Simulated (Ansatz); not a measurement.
# HgTe: properties at the relaxed cell

An exercise on one series of results from a longer session: the logs are not shown, and one member is left open.

Method: DFT PBEsol, scalar-relativistic, plane waves, PAW, in Ansatz 0.2.0.

1 further run of the same task is left out (set aside as unsound or not needed).

**The starting structure**

It takes space group F-43m (No. 216, cubic). Conventional cell: a = 6.509 Å, b = 6.509 Å, c = 6.509 Å, α = 90.00°, β = 90.00°, γ = 90.00°. Around Hg (site symmetry -43m) lie 4 Te at 2.82 Å. Around Te (site symmetry -43m) lie 4 Hg at 2.82 Å.

Structure file:

```
CELL_PARAMETERS angstrom
0.00000 3.25472 3.25472
3.25472 0.00000 3.25472
3.25472 3.25472 0.00000
ATOMIC_POSITIONS crystal
Hg 0.00000 0.00000 0.00000
Te 0.25000 0.25000 0.25000
```

This cell was relaxed beforehand with the same method: volume 34.48 Å³/atom, gap on the mesh none (metal).

Set-up of the first run:

The input, input.yaml:

```yaml
crystal:
  lattice:
    - [0.0, 3.2547153907, 3.2547153907]
    - [3.2547153907, 0.0, 3.2547153907]
    - [3.2547153907, 3.2547153907, 0.0]
  atoms:
    - { symbol: Hg, position: [0.0, 0.0, 0.0] }
    - { symbol: Te, position: [0.25, 0.25, 0.25] }
basis:
  ecutwfc: 420
kpoints:
  mp_grid: { grid: [12, 12, 12] }
  band_path:
    path:
      - [[0.0, 0.0, 0.0], [-0.5, -0.5, 0.0], [-0.375, -0.375, 0.25]]
      - [[-0.375, 0.0, 0.375], [0.0, 0.0, 0.0], [0.0, 0.0, 0.5], [-0.5, -0.25, 0.25], [-0.5, -0.5, 0.0]]
    npoints: 14
hamiltonian:
  xc: pbesol
scf:
  occupations: { method: gaussian, width: 0.1 }
  n_extra_bands: 6
output:
  forces: true
  stress: true
  eigenvalues: true
  populations: true
  dos: { projected: true, de: 0.02, nscf_kmesh: { grid: [18, 18, 18] } }
  bader: true
  write_density: true
  write_potential: true
  elf: true
  volumetric_format: npy
```

Run with:

```console
$ ansatz run input.yaml --threads 1 --pin off --max-ram 2560MiB --backend cpu --events-out ev --progress --plain --runs-dir out
```

Among the steps run: Electronic structure at the relaxed geometry; Volume × 0.97; Point at V/V0 = 1.03; Volume × 0.94; The cell scaled to 1.06 of its volume.

One table of the session follows, with a row left open; its other results are not shown here.

It belongs to the step «Energy against volume». 

```
volume (Å³/atom)  energy above the lowest point (meV/atom)  pressure (GPa)
          32.409                                      18.5            3.06
          33.443                                       4.3            1.39
          34.478                                       0.0            0.00
          35.512                                         ?               ?
          36.546                                      14.5           -2.11
```

Estimate the missing values for volume (Å³/atom) = 35.512.

Worked estimate for «energy above the lowest point (meV/atom)». A straight line through the neighbours (34.478, 0.0) and (36.546, 14.5) gives 0.0 + (14.5 − 0.0) × (35.512 − 34.478) / (36.546 − 34.478) = 7.2; a parabola fitted to 3 rows on both sides gives 3.4.

The run gave: energy above the lowest point (meV/atom): 3.8; pressure (GPa): -1.15. In «energy above the lowest point (meV/atom)» the line misses by +3.4 and the parabola by -0.4.
